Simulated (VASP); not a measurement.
## A VASP 6.6.1 single-point calculation on BaTe

INCAR

```
LWAVE = .FALSE.
ISMEAR = -1
LCHARG = .FALSE.
ISIF = 2
IVDW = 21
NBANDS = 15
LREAL = .FALSE.
IBRION = -1
ENCUT = 700
EDIFF = 1E-7
LASPH = .TRUE.
GGA = PE
PREC = Accurate
SIGMA = 0.02
NELM = 83
NSW = 0
```

KPOINTS

```
KPOINTS created by Atomic Simulation Environment
0
Gamma
6 6 6
0 0 0
```

POSCAR

```
Ba Te
 1.0000000000000000
     0.0000000000000000    4.0906872238999998    4.0906872238999998
     4.0906872238999998    0.0000000000000000    4.0906872238999998
     4.0906872238999998    4.0906872238999998    0.0000000000000000
 Ba  Te
   1   1
Cartesian
  0.0000000000000000  0.0000000000000000  0.0000000000000000
  2.0453436119499999  2.0453436119499999  2.0453436119499999
```

The recommended PBE PAW datasets give the neutral cell 16 valence electrons.

Command

```
mpirun -np 1 vasp_std
```

OSZICAR

```
N       E                     dE             d eps       ncg     rms          rms(c)
DAV:   1     0.107873339731E+03    0.10787E+03   -0.65333E+03   480   0.105E+03
DAV:   2     0.173088614982E+01   -0.10614E+03   -0.96986E+02   628   0.157E+02
DAV:   3    -0.810756435025E+01   -0.98385E+01   -0.97598E+01   662   0.552E+01
DAV:   4    -0.842727255671E+01   -0.31971E+00   -0.31959E+00   668   0.965E+00
DAV:   5    -0.843221655718E+01   -0.49440E-02   -0.49439E-02   665   0.106E+00    0.335E+00
DAV:   6    -0.801543206433E+01    0.41678E+00   -0.46624E-01   550   0.272E+00    0.222E+00
DAV:   7    -0.797087185496E+01    0.44560E-01   -0.31990E-01   606   0.242E+00    0.102E+00
DAV:   8    -0.799294439810E+01   -0.22073E-01   -0.46520E-02   515   0.127E+00    0.275E-01
DAV:   9    -0.799635180138E+01   -0.34074E-02   -0.12578E-02   571   0.582E-01    0.174E-01
DAV:  10    -0.799742348373E+01   -0.10717E-02   -0.11839E-03   529   0.200E-01    0.617E-02
DAV:  11    -0.799857444740E+01   -0.11510E-02   -0.15503E-03   501   0.169E-01    0.369E-02
DAV:  12    -0.799863240931E+01   -0.57962E-04   -0.84011E-05   669   0.448E-02    0.193E-02
DAV:  13    -0.799864180751E+01   -0.93982E-05   -0.38990E-05   494   0.262E-02    0.191E-03
DAV:  14    -0.799864384500E+01   -0.20375E-05   -0.54568E-06   648   0.104E-02    0.587E-03
DAV:  15    -0.799864440128E+01   -0.55628E-06   -0.50086E-07   501   0.359E-03    0.141E-03
DAV:  16    -0.799864440935E+01   -0.80672E-08   -0.48169E-08   534   0.109E-03
   1 F= -.83087080E+01 E0= -.83087080E+01  d E =-.235131E-11
```

Standard output (part)

```
POSCAR found type information on POSCAR BaTe
 POSCAR found :  2 types and       2 ions
 LDA part: xc-table for (Slater+PW92), standard interpolation
 POSCAR, INCAR and KPOINTS ok, starting setup
 WAVECAR not read
 entering main loop
 augmentation electrons   16.3100667307007
 total        electrons   16.3100667307007
 augmentation electrons   576.888731104537
 total        electrons   576.888731104537
 augmentation electrons  -2.55780831378980
 soft         electrons   18.8678750328416
 total        electrons   16.3100667190518
 Hirshfeld-I algorithm:
 translations:           1           1           1
 H-I iteration:           1
 atom:           1   1.23264234294108       0.109213111206505
 atom:           2  -1.23264234294108      -0.109213111206505
 H-I iteration:           2
 atom:           1   1.32049911997390       8.785677703281514E-002
 atom:           2  -1.32049911997390      -8.785677703281514E-002
 H-I iteration:           3
 atom:           1   1.39141977330881       7.092065333491360E-002
 atom:           2  -1.39141977330881      -7.092065333491360E-002
 H-I iteration:           4
 atom:           1   1.44886888194287       5.744910863405495E-002
 atom:           2  -1.44886888194287      -5.744910863405495E-002
 H-I iteration:           5
 atom:           1   1.49555835539810       4.668947345523322E-002
 atom:           2  -1.49555835539810      -4.668947345523322E-002
 H-I iteration:           6
...
```

From OUTCAR

```
k-points           NKPTS =     16   k-points in BZ     NKDIM =     16   number of bands    NBANDS=     15

   NELECT =      16.0000    total number of electrons

   dimension x,y,z NGX =    50 NGY =   50 NGZ =   50
   dimension x,y,z NGXF=   100 NGYF=  100 NGZF=  100

  energy-cutoff  :      700.00
  volume of cell :      136.90
      direct lattice vectors                 reciprocal lattice vectors
     0.000000000  4.090687224  4.090687224    -0.122228851  0.122228851  0.122228851
     4.090687224  0.000000000  4.090687224     0.122228851 -0.122228851  0.122228851
     4.090687224  4.090687224  0.000000000     0.122228851  0.122228851 -0.122228851

 k-points in reciprocal lattice and weights: KPOINTS created by Atomic Simulation Env
   0.00000000  0.00000000  0.00000000       0.005
   0.16666667  0.00000000  0.00000000       0.037
   0.33333333  0.00000000  0.00000000       0.037
   0.50000000  0.00000000  0.00000000       0.019
   0.16666667  0.16666667  0.00000000       0.028
   0.33333333  0.16666667  0.00000000       0.111
   0.50000000  0.16666667  0.00000000       0.111
  -0.33333333  0.16666667  0.00000000       0.111
   ...

 E-fermi :   0.0151

 k-point     1 :       0.0000    0.0000    0.0000
  band No.  band energies     occupation
      1     -27.7777      2.00000
      2     -12.9229      2.00000
      3     -12.9229      2.00000
      4     -12.9229      2.00000
      5      -9.0524      2.00000
      6      -0.7693      2.00000
      7      -0.7693      2.00000
      8      -0.7693      2.00000
      9       1.9032      0.00000
     10       3.4759      0.00000
     11       3.4759      0.00000
     12       5.1441      0.00000
     13       5.1441      0.00000
     14       5.1441      0.00000
     15       6.7712      0.00000

 k-point     2 :       0.1667    0.0000    0.0000
  band No.  band energies     occupation
      1     -27.7774      2.00000
      2     -12.9436      2.00000
      3     -12.9248      2.00000
      4     -12.9248      2.00000
      5      -9.0131      2.00000
      6      -0.8978      2.00000
      7      -0.7339      2.00000
      8      -0.7339      2.00000
      9       2.3780      0.00000
     10       3.3871      0.00000
     11       3.3871      0.00000
     12       4.8221      0.00000
     13       5.2416      0.00000
     14       5.2416      0.00000
     15       5.9239      0.00000

 k-point     3 :       0.3333    0.0000    0.0000
  band No.  band energies     occupation
      1     -27.7766      2.00000
      2     -12.9838      2.00000
      3     -12.9285      2.00000
      4     -12.9285      2.00000
      5      -8.9363      2.00000
      6      -1.0369      2.00000
      7      -0.6674      2.00000
      8      -0.6674      2.00000
      9       3.1829      0.00000
     10       3.4268      0.00000
     11       3.4268      0.00000
     12       4.0547      0.00000
     13       4.8419      0.00000
     14       4.8419      0.00000
     15       5.5579      0.00000

 ...

  Total      -1.80020    -1.80020    -1.80020     0.00000    -0.00000    -0.00000
  in kB     -21.06747   -21.06747   -21.06747     0.00000    -0.00000    -0.00000
  external pressure =      -21.07 kB  Pullay stress =        0.00 kB

 POSITION                                       TOTAL-FORCE (eV/Angst)
 -----------------------------------------------------------------------------------
      0.00000      0.00000      0.00000         0.000000      0.000000      0.000000
      2.04534      2.04534      2.04534        -0.000000     -0.000000     -0.000000
 -----------------------------------------------------------------------------------
    total drift:                               -0.000000     -0.000000     -0.000000

  FREE ENERGIE OF THE ION-ELECTRON SYSTEM (eV)
  ---------------------------------------------------
  free  energy   TOTEN  =        -8.3087080160 eV

  energy  without entropy=       -8.3087080160  energy(sigma->0) =       -8.30870802
```

It converged. Results: gap between bands v and c on the k mesh 2.38 eV; least direct gap on the k mesh 2.67 eV; pressure -2.1 GPa. Band v is the last that the valence electrons fill when counted band by band, and c is the next.

For comparison, a separate PBE run of the intended cell, on usual settings and not on those above, gives a gap of 2.38 eV on its mesh and a pressure of -1.7 GPa.

The run above took about 3.9 min on one core of a shared host (Intel Xeon Platinum 8488C) and held 0.37 GiB at most.
